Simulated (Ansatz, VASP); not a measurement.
La in VASP and in Ansatz

```
La
1.0
    -1.99142    1.99142    1.99142
     1.99142   -1.99142    1.99142
     1.99142    1.99142   -1.99142
La
1
Direct
  0.00000 0.00000 0.00000
```

Alike in both runs: functional PBE; k mesh 14 × 14 × 14; occupations fermi-dirac, width 0.05 eV; no spin polarisation.

Ansatz relaxed the structure, and its values are those at the end. VASP's run is a single point on that final structure, the one shown.

```csv
,VASP,Ansatz
version,VASP 6.6.1,Ansatz 0.2.0
potentials or method,"VASP PAW PBE potentials, release 64 (La), cutoff 520 eV","all-electron LAPW, non-relativistic"
```

```csv
,VASP,Ansatz,Ansatz less VASP
pressure (GPa),6.1,0.0,-6.14
```

One of these differences is far larger than is usual between the two programs; its cause wasn't traced. Ansatz ran all-electron here, so the differences hold the error of VASP's frozen core and of both bases.

Spin-orbit coupling is left out, which matters for the levels of La.
